## Band order in diamond-structure tin

Each row below is one point of reciprocal space, and its energies are counted from the Fermi energy. The mesh has one more point, which isn't listed; the band edges reported for the whole mesh show that it doesn't set the gap. The columns "level under 1" and "level over 1" hold the highest filled and the lowest empty level. The points with names are Γ (0, 0, 0), L (0, 0, ½), X (0, ½, ½) and W (¼, ½, ¾).

Kohn–Sham levels of diamond-structure tin (two-atom cell, edge 4.573 Å), calculated with FLEUR MaX-R8.1 (patched build s14) using all-electron FLAPW and the PBE0 functional, without spin polarisation or spin–orbit coupling. The k mesh is 4×4×4, with Fermi–Dirac smearing of 0.05 eV. Energies are relative to the Fermi energy.

| point a (reciprocal cell vector) | point b (reciprocal cell vector) | point c (reciprocal cell vector) | level under 4 (eV) | level under 3 (eV) | level under 2 (eV) | level under 1 (eV) | level over 1 (eV) | level over 2 (eV) |
| --- | --- | --- | --- | --- | --- | --- | --- | --- |
| 0.0000 | 0.0000 | 0.0000 | -12.319 | -0.395 | -0.395 | -0.395 | 0.340 | 2.932 |
| 0.0000 | 0.0000 | 0.2500 | -11.654 | -4.792 | -1.212 | -1.212 | 1.149 | 3.905 |
| 0.0000 | 0.0000 | 0.5000 | -10.463 | -7.455 | -1.734 | -1.734 | 0.753 | 4.064 |
| 0.0000 | 0.2500 | 0.2500 | -11.410 | -4.863 | -2.251 | -2.251 | 1.641 | 3.033 |
| 0.0000 | 0.2500 | 0.7500 | -10.628 | -6.566 | -3.810 | -1.795 | 2.378 | 4.913 |
| 0.0000 | 0.5000 | 0.5000 | -8.789 | -8.789 | -3.246 | -3.246 | 1.472 | 1.472 |
| 0.2500 | 0.5000 | 0.7500 | -8.717 | -8.717 | -3.864 | -3.864 | 4.429 | 4.429 |

### 1. Where do filled and empty levels come closest?

They come closest at Γ, where the gap is 0.735 eV. Three filled levels coincide there, and a single empty level lies above them. By the symmetry of the diamond lattice, the three are p-like and bonding, while the single one is s-like and antibonding.

### 2. Which empty valley comes next?

Among the listed points the next valley is at L, 0.413 eV above the empty level at Γ. Halfway between the two points the level is higher than at either, so L is a separate valley. The valley towards X is less well placed. Two empty bands cross at X with opposite slopes, so one of them must fall further on the way back to Γ, between the points of this mesh.

### 3. Why do the two lowest levels meet at X but not at L?

Each atom has four neighbours, and the position in reciprocal space sets the signs with which their s orbitals reach it. At Γ all four add up. At L three stand against one, so half of the coupling survives and the two lowest levels stay apart. Their spacing, 3.0 eV, is well under half of the s-to-s step at Γ; this is expected where p orbitals mix in and push the upper level down more than the lower. At X two stand against two, the coupling cancels, and the bonding and antibonding combinations have the same energy.

A chain of equal atoms, counted two to a cell, does the same: at the edge of its zone the left and right neighbours cancel. The likeness ends with the p orbitals, which such a chain lacks. Indium antimonide has nearly the same lattice but two kinds of atom. There the lowest pair at X splits, because a wave on indium and a wave on antimony differ in energy even without coupling.

### 4. Can this picture give numbers?

Give each atom four sp³ hybrids, with a coupling v between hybrids on one atom and w between the two hybrids of a bond. Let s be the size of the averaged neighbour signs: 1 at Γ, ½ at L, 0 at X. Solving for the lowest band gives its height above the band bottom:

height = 2v + w − √(4v² + w² + 4vws)

At Γ the model puts the p-like levels 4v above the bottom and the s-like empty level 2w above it. The calculated steps of 11.92 and 12.66 eV therefore fix v = 2.98 eV and w = 6.33 eV. These are fitted numbers, not atomic ones. One w serves both s and p, so the model puts the p-like empty level at Γ 2w above the valence edge, while the next empty level in the table lies only 3.3 eV above it. For X, which played no part in this, the estimate is

12.29 − √(35.5 + 40.1) = 3.60 eV,

against a calculated 3.53 eV. This is a weak test, because a free-electron parabola with no fitted number gives 3.597 eV at X. The output after this text compares all the listed points. The lowest band is met within about 0.2 eV, but the lowest empty band is missed by up to 7 eV. The two upper filled bands are flat in the model, while in the table they fall by up to 3.5 eV. What the model adds to free electrons shows at L and W: it splits the pair at L and keeps the lowest band nearly level from X to W. The valleys need couplings that it leaves out.

### 5. Why is the gap at Γ so delicate?

In these terms the gap is 2w − 4v, a small remainder of two large steps; this restates the fit and doesn't predict the gap. The expected reason for the near tie is that from silicon to tin the bonds lengthen and relativity lowers the s orbital, so the s-like empty level sinks towards the p-like edge. One step leads from s bonding to s antibonding, the other from s bonding to p bonding. The gap is only 6 % of the larger one. A modest error in either step can therefore remove the gap or reverse the order of the levels.

### 6. Would spin–orbit coupling or a finer mesh remove the gap?

Real grey tin has no gap, and its s-like level lies roughly 0.4 eV below the p-like edge, so the calculated order is wrong. Spin–orbit coupling, left out here, raises the p-like edge by a third of its splitting. With a splitting of roughly 0.8 eV that is about 0.3 eV, and a gap of nearly 0.5 eV would remain.

The gap sits at Γ itself, so it doesn't come from a band crossing that the mesh skipped. A finer mesh could still shift the levels, because the exact exchange in a hybrid functional is itself summed over the mesh; a coarse mesh is expected to widen a small gap at Γ, but this is untested here. The cell is also slightly smaller than that of real grey tin, which is expected to raise the s-like level. The rest is probably the known tendency of PBE0 to open small gaps too far; one run can't divide the error among these causes.

### 7. Which digits can be trusted?

The pairs at X and W are exact, since symmetry demands them. The gap at Γ has the wrong sign, so its three decimals describe this calculation and not the material.

The zero also depends on a setting. It lies 0.0275 eV above the middle of the gap, which is half the smearing width times ln 3, because three filled levels face one empty level. Levels from two calculations should therefore be compared from the valence edge.

The analysis program printed:

```
Levels from the valence edge in eV:
   row  k squared  depth of highest filled  height of lowest empty  vertical gap
   0.0          0                        0                   0.735         0.735
   0.0     0.1875                    0.817                   1.544         2.361
   0.0       0.75                    1.339                   1.148         2.487
   0.0       0.25                    1.856                   2.036         3.892
   0.0        0.5                      1.4                   2.773         4.173
   0.0          1                    2.851                   1.867         4.718
  0.25       1.25                    3.469                   4.824         8.293
Smallest gap on the listed points (eV): 0.735
Fermi energy above midgap (eV): 0.0275
Offset expected for three filled levels against one empty (eV): 0.02747
L valley above the valence edge (eV): 1.148
L valley above the empty level at Gamma (eV): 0.413
X level above the valence edge (eV): 1.867
Band bottom to empty s-like level at Gamma (eV): 12.66
Band bottom to valence edge at Gamma (eV): 11.92
Gap as share of the larger step (percent): 5.806
Heights above the band bottom in eV:
   row  k squared  phase sum  lowest band  hybrid model  free electron  second band  hybrid second  lowest empty  hybrid empty
   0.0          0          1            0             0              0        11.92          11.92         12.66         12.66
   0.0     0.1875     0.7906        0.665        0.6607         0.6744        7.527          8.299         13.47         16.28
   0.0       0.75        0.5        1.856         1.645          2.698        4.864          6.138         13.07         18.45
   0.0       0.25     0.7071        0.909        0.9348         0.8993        7.456          7.576         13.96         17.01
   0.0        0.5        0.5        1.691         1.645          1.799        5.753          6.138          14.7         18.45
   0.0          1  6.123e-17         3.53         3.596          3.597         3.53          3.596         13.79         20.99
  0.25       1.25  7.205e-17        3.602         3.596          4.496        3.602          3.596         16.75         20.99
Splitting of the two lowest levels at L (eV): 3.008
Rms miss of hybrid model for lowest band without Gamma (eV): 0.09278
Rms miss of free electrons for lowest band without Gamma (eV): 0.5041
Largest miss of hybrid model for lowest band (eV): 0.2108
Largest miss of hybrid model for second band (eV): 1.274
Largest miss of hybrid model for lowest empty band (eV): 7.196
Rise of the valence edge by spin-orbit coupling, rough (eV): 0.2667
Gap left after that rise, rough (eV): 0.4683
Spin-orbit splitting needed to close the gap (eV): 2.205
Further shift needed for the real inverted order, rough (eV): 0.8683
```
